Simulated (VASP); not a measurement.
# PbS (Galena) (Fm-3m) in VASP: a series of runs, part 2 of 2

VASP 6.6.1.

## (4) Relaxation of cell and atoms, vdW-DF2

INCAR

```
SYSTEM = PbS
AGGAC = 0.0 ; ALGO = Fast
EDIFF = 1E-6 ; EDIFFG = -0.01
ENCUT = 600 ; GGA = ML
IBRION = 2 ; ISIF = 3
ISMEAR = -1 ; LASPH = .TRUE.
LCHARG = .FALSE. ; LREAL = .FALSE.
LUSE_VDW = .TRUE. ; LWAVE = .FALSE.
NELM = 60 ; NSW = 40
PREC = Accurate ; SIGMA = 0.05
ZAB_VDW = -1.8867
```

KPOINTS

```
k-points
0
G
  8 8 8
  0 0 0
```

POSCAR

```
PbS
1.0
    0.0000000000      2.9657500000      2.9657500000
    2.9657500000      0.0000000000      2.9657500000
    2.9657500000      2.9657500000      0.0000000000
Pb S
1 1
Direct
    0.0000000000      0.0000000000      0.0000000000
    0.5000000000      0.5000000000      0.5000000000
```

Potentials or basis: VASP PAW PBE potentials, release 64 (Pb_d, S).

Run with:

```sh
> cat potpaw_PBE.64/Pb_d/POTCAR potpaw_PBE.64/S/POTCAR > POTCAR
> mpirun -np 1 vasp_std > vasp.out
```

OUTCAR:

```text
SYSTEM = PbS
   EDIFF = 1E-6
   EDIFFG = -0.01
   ENCUT = 600
   GGA = ML
   IBRION = 2
   ISIF = 3
   ISMEAR = -1
   LASPH = .TRUE.
   LREAL = .FALSE.
   NELM = 60
   NSW = 40
   PREC = Accurate

 ion  position               nearest neighbor table
   1  0.000  0.000  0.000-   2 2.97   2 2.97   2 2.97   2 2.97   2 2.97   2 2.97
   2  0.500  0.500  0.500-   1 2.97   1 2.97   1 2.97   1 2.97   1 2.97   1 2.97

  LATTYP: Found a face centered cubic cell.
 ALAT       =     5.9315000000

  Lattice vectors:

 A1 = (   0.0000000000,   2.9657500000,   2.9657500000)
 A2 = (   2.9657500000,   0.0000000000,   2.9657500000)
 A3 = (   2.9657500000,   2.9657500000,   0.0000000000)

Analysis of symmetry for initial positions (statically):
=====================================================================
 Subroutine PRICEL returns:
 Original cell was already a primitive cell.

 Routine SETGRP: Setting up the symmetry group for a
 face centered cubic supercell.

 Subroutine GETGRP returns: Found 48 space group operations
 (whereof 48 operations were pure point group operations)
 out of a pool of 48 trial point group operations.

The static configuration has the point symmetry O_h .

Analysis of symmetry for dynamics (positions and initial velocities):
=====================================================================
 Subroutine PRICEL returns:
 Original cell was already a primitive cell.

 Routine SETGRP: Setting up the symmetry group for a
 face centered cubic supercell.

 Subroutine GETGRP returns: Found 48 space group operations
 (whereof 48 operations were pure point group operations)
 out of a pool of 48 trial point group operations.

The dynamic configuration has the point symmetry O_h .

 Subroutine INISYM returns: Found 48 space group operations
 (whereof 48 operations are pure point group operations),
 and found     1 'primitive' translations

----------------------------------------------------------------------------------------

                                     Primitive cell

  volume of cell :      52.1715

  direct lattice vectors                    reciprocal lattice vectors
     0.000000000  2.965750000  2.965750000    -0.168591419  0.168591419  0.168591419
[... 103 lines left out ...]
   IALGO  =     68    algorithm
   IMIX   =      4    mixing-type and parameters
     AMIX     =   0.40;   BMIX     =  1.00
     AMIX_MAG =   1.60;   BMIX_MAG =  1.00
  volume/ion in A,a.u.               =      26.09       176.04
  Fermi-wavevector in a.u.,A,eV,Ry     =   1.189251  2.247359 19.242973  1.414319
  Thomas-Fermi vector in A             =   2.325363
   LORBIT       =      0    0 simple, 1 ext, 2 COOP (PROOUT), +10 PAW based schemes
   GGA     = ML    functional components
   LHFCALC =     F    Hartree Fock is set to
   AEXX    =    0.0000 exact exchange contribution
   IVDW_NL    =     1    kernel type
   BPARAM     = 6.3000
   IVDW    =     0    specifies the selected vdW correction
   LEPSILON=     F    determine dielectric tensor
   LRPA    =     F    only Hartree local field effects (RPA)
 conjugate gradient relaxation of ions
 non-spin polarized calculation
 RMM-DIIS sequential band-by-band and
  energy-cutoff  :      600.00
  volume of cell :       52.17
 maximum number of plane-waves:      1807
 NGX is ok and might be reduce to    36
   NGX = 17   NGY = 17   NGZ = 17

--------------------------------------- Ionic step        1  -------------------------------------------

 number of electron      20.0000002 magnetization

 Free energy of the ion-electron system (eV)
  ---------------------------------------------------
  ext. energy  EPLUGINS =         0.00000000
  ---------------------------------------------------
  free energy    TOTEN  =        -3.73136813 eV

  energy without entropy =       -3.73129516  energy(sigma->0) =       -3.73133165

 E-fermi :   6.0501     XC(G=0):  -9.4693

 val. band max:        5.8092298785   @ k =   0.5000   0.0000   0.0000
 cond. band min:       6.2910447330   @ k =   0.5000   0.0000   0.0000
 fundamental gap:      0.4818148544
 Fermi energy:         6.0501431325

 k-point     1 :       0.0000    0.0000    0.0000
  band No.  band energies     occupation
      1     -10.9860      2.00000
      2     -10.9860      2.00000
      3     -10.9860      2.00000
      4     -10.9759      2.00000
      5     -10.9759      2.00000
      6      -7.7312      2.00000
      7      -0.3403      2.00000
      8       3.7201      2.00000
      9       3.7201      2.00000
     10       3.7201      2.00000
     11      10.9027      0.00000
     12      10.9028      0.00000
     13      10.9028      0.00000
     14      12.8315      0.00000
[... 542 lines left out ...]
--------------------------------------- Ionic step        5  -------------------------------------------

 number of electron      20.0000003 magnetization

 Free energy of the ion-electron system (eV)
  ---------------------------------------------------
  ext. energy  EPLUGINS =         0.00000000
  ---------------------------------------------------
  free energy    TOTEN  =        -3.86817301 eV

  energy without entropy =       -3.86816695  energy(sigma->0) =       -3.86816998

 E-fermi :   4.6026     XC(G=0):  -8.9875

 val. band max:        4.2160919258   @ k =   0.5000   0.0000   0.0000
 cond. band min:       4.9886944028   @ k =   0.5000   0.0000   0.0000
 fundamental gap:      0.7726024770
 Fermi energy:         4.6025635415

 k-point     1 :       0.0000    0.0000    0.0000
  band No.  band energies     occupation
      1     -12.3326      2.00000
      2     -12.3326      2.00000
      3     -12.3326      2.00000
      4     -12.3213      2.00000
      5     -12.3213      2.00000
      6      -8.2723      2.00000
      7      -2.0685      2.00000
      8       2.7526      2.00000
      9       2.7526      2.00000
     10       2.7526      2.00000
     11       9.0043      0.00000
     12       9.0043      0.00000
     13       9.0043      0.00000
     14      11.5440      0.00000
[... 424 lines left out ...]
  energy  without entropy=       -3.8681669538  energy(sigma->0) =       -3.86816998

Total vdW correction in eV:      3.3513112

 reached required accuracy - stopping structural energy minimisation
```

OSZICAR:

```text
N       E                     dE             d eps       ncg     rms          rms(c)
DAV:   1     0.172356003223E+03    0.17236E+03   -0.10810E+04   818   0.168E+03
DAV:   2     0.101003715760E+02   -0.16226E+03   -0.15839E+03   872   0.380E+02
DAV:   3    -0.414825925368E+01   -0.14249E+02   -0.14124E+02  1058   0.112E+02
DAV:   4    -0.452891167603E+01   -0.38065E+00   -0.38040E+00   928   0.214E+01
[... 48 lines left out ...]
RMM:   2    -0.386822818985E+01    0.45417E-03   -0.85174E-04   812   0.459E-01    0.459E-02
RMM:   3    -0.386816335344E+01    0.64836E-04   -0.34440E-04   836   0.256E-01    0.893E-03
RMM:   4    -0.386817035689E+01   -0.70034E-05   -0.56179E-05   905   0.763E-02    0.579E-03
RMM:   5    -0.386817264699E+01   -0.22901E-05   -0.59577E-06   724   0.314E-02    0.510E-03
RMM:   6    -0.386817300742E+01   -0.36043E-06   -0.15071E-06   471   0.178E-02
   5 F= -.38681730E+01 E0= -.38681700E+01  d E =-.277994E-04
```

CONTCAR:

```text
PbS
   1.00000000000000
     0.0000000000000000    3.0868011712148631    3.0868011712148631
     3.0868011712148631    0.0000000000000000    3.0868011712148631
     3.0868011712148631    3.0868011712148631    0.0000000000000000
  Pb              S
     1     1
Direct
     0.0000000000000000    0.0000000000000000    1.0000000000000000
     0.5000000000000000    0.5000000000000000    0.5000000000000000

  0.00000000E+00  0.00000000E+00  0.00000000E+00
  0.00000000E+00  0.00000000E+00  0.00000000E+00
```

It took 4.9 min on 1 thread of Intel Xeon Platinum 8559C (Emerald Rapids), shared host; peak memory 0.47 GiB.

Results:

| Item | Value |
| --- | --- |
| Free energy | -3.8682 eV |
| Relaxed volume | 29.41 Å³/atom |
| Relaxed cell | a = 4.365 Å, b = 4.365 Å, c = 4.365 Å, α = 60.00°, β = 60.00°, γ = 60.00° |
| Space group after relaxing (to 0.05 Å) | Fm-3m (No. 225) |
| Energy gained by relaxing | 68.4 meV/atom |
| Ionic steps | 5 |
| Pressure after relaxing | 0.0 GPa |
| Band gap on the k mesh | 0.77 eV, direct |

Step by step:
```
step  energy change (eV)  largest force (eV/Å)  pressure (GPa)  volume (Å³)
   1              0.0000                0.0000            7.34        52.17
   2             -0.1174                0.0000           -2.04        61.73
   3             -0.1368                0.0000            0.09        58.79
   4             -0.1368                0.0000           -0.07        58.92
   5             -0.1368                0.0000           -0.02        58.82
```

Final structure:
```xyz
2
Lattice="0.0000 3.0868 3.0868 3.0868 0.0000 3.0868 3.0868 3.0868 0.0000" Properties=species:S:1:pos:R:3 pbc="T T T"
Pb    3.0868    3.0868    0.0000
S     3.0868    3.0868    3.0868
```

Caveat: the PAW data sets were made with another functional, which shifts forces and pressure a little; spin-orbit coupling is left out, which as a rule narrows the gap of such compounds by several tenths of an eV; the volume moved by +13 % from the deposited cell, more than functionals usually miss. Zero-point motion and thermal expansion aren't in these numbers.

## (5) Relaxation of cell and atoms, optB86b-vdW

INCAR

```
SYSTEM = PbS
AGGAC = 0.0
ALGO = Normal
EDIFF = 1E-6
EDIFFG = -0.02
ENCUT = 600
GGA = MK
IBRION = 2
ISIF = 3
ISMEAR = -1
LASPH = .True.
LCHARG = .False.
LREAL = .False.
LUSE_VDW = .True.
LWAVE = .False.
NELM = 60
NSW = 40
PARAM1 = 0.1234
PARAM2 = 1.0
PREC = Accurate
SIGMA = 0.05
```

KPOINTS

```
k-points
0
Gamma
  8 8 8
  0 0 0
```

POSCAR is that of step 4.

Run with:

```sh
> cat potpaw_PBE.64/Pb_d/POTCAR potpaw_PBE.64/S/POTCAR > POTCAR
> mpirun -np 1 vasp_std > vasp.out
```

Wall time 2.8 min (1 thread of Intel Xeon Platinum 8559C (Emerald Rapids), shared host); peak memory 0.46 GiB.

The run converged. Its results:

```
Free energy                            : -4.2845 eV
Relaxed volume                         : 26.39 Å³/atom
Relaxed cell                           : a = 4.210 Å, b = 4.210 Å, c = 4.210 Å, α = 60.00°, β = 60.00°, γ = 60.00°
Space group after relaxing (to 0.05 Å) : Fm-3m (No. 225)
Energy gained by relaxing              : 0.6 meV/atom
Ionic steps                            : 3
Pressure after relaxing                : 0.0 GPa
Band gap on the k mesh                 : 0.40 eV, direct
```

Step by step:
| step | energy change (eV) | largest force (eV/Å) | pressure (GPa) | volume (Å³) |
| --- | --- | --- | --- | --- |
| 1 | 0.0000 | 0.0000 | 0.67 | 52.17 |
| 2 | -0.0011 | 0.0000 | -0.25 | 53.00 |
| 3 | -0.0013 | 0.0000 | -0.01 | 52.78 |

Final structure:
```xyz
2
Lattice="0.0000 2.9773 2.9773 2.9773 0.0000 2.9773 2.9773 2.9773 0.0000" Properties=species:S:1:pos:R:3 pbc="T T T"
Pb    0.0000    0.0000    0.0000
S     2.9773    2.9773    2.9773
```

Levels at points of the mesh, in eV from the valence-band top:
```tsv
k point	band 8	band 9	band 10	band 11	band 12	band 13
(0.00, 0.00, 0.00)	-2.07	-2.07	-2.07	5.13	5.13	5.13
(0.50, 0.00, 0.00)	-1.68	-1.68	0.00	0.40	1.98	1.98
(0.50, 0.50, 0.00)	-5.06	-3.33	-3.33	3.97	5.54	5.61
```

Caveat: the PAW data sets were made with another functional, which shifts forces and pressure a little; spin-orbit coupling is left out, which as a rule narrows the gap of such compounds by several tenths of an eV. Zero-point motion and thermal expansion aren't in these numbers.

## (6) The reference run

An earlier run on the cell as given: functional PBEsol; potentials or basis VASP PAW PBE potentials, release 64 (Pb_d, S); cutoff 520 eV; k mesh 8 × 8 × 8; occupations fermi-dirac, width 0.05 eV; no spin polarisation.

- Pressure: -0.9 GPa
- Band gap on the k mesh: 0.25 eV, direct

## (7) Summary

| task | level | cell | cutoff (eV) | ladder | gap on the mesh (eV) | pressure (GPa) | relaxed volume (Å³/atom) |
| --- | --- | --- | --- | --- | --- | --- | --- |
| relaxation of cell and atoms | optPBE-vdW | relaxed | 600 | - | 0.61 | 0.0 | 27.43 |
| relaxation of cell and atoms | vdW-DF-cx | relaxed | 600 | - | 0.30 | 0.1 | 25.90 |
| relaxation of cell and atoms | vdW-DF2 | relaxed | 600 | - | 0.77 | 0.0 | 29.41 |
| relaxation of cell and atoms | optB86b-vdW | relaxed | 600 | - | 0.40 | 0.0 | 26.39 |
| single point | PBEsol | as given | 520 | free | 0.25 | -0.9 | - |

Alike in all rows: potentials or basis VASP PAW PBE potentials, release 64 (Pb_d, S); no spin polarisation; k mesh 8 × 8 × 8; smearing fermi-dirac 0.05 eV.

Caveats: the PAW data sets were made with another functional, which shifts forces and pressure a little; spin-orbit coupling is left out, which as a rule narrows the gap of such compounds by several tenths of an eV; the volume moved by +13 % from the deposited cell, more than functionals usually miss (some runs).

Total energies depend on the potentials used, so only differences within one code and one set of settings carry meaning.
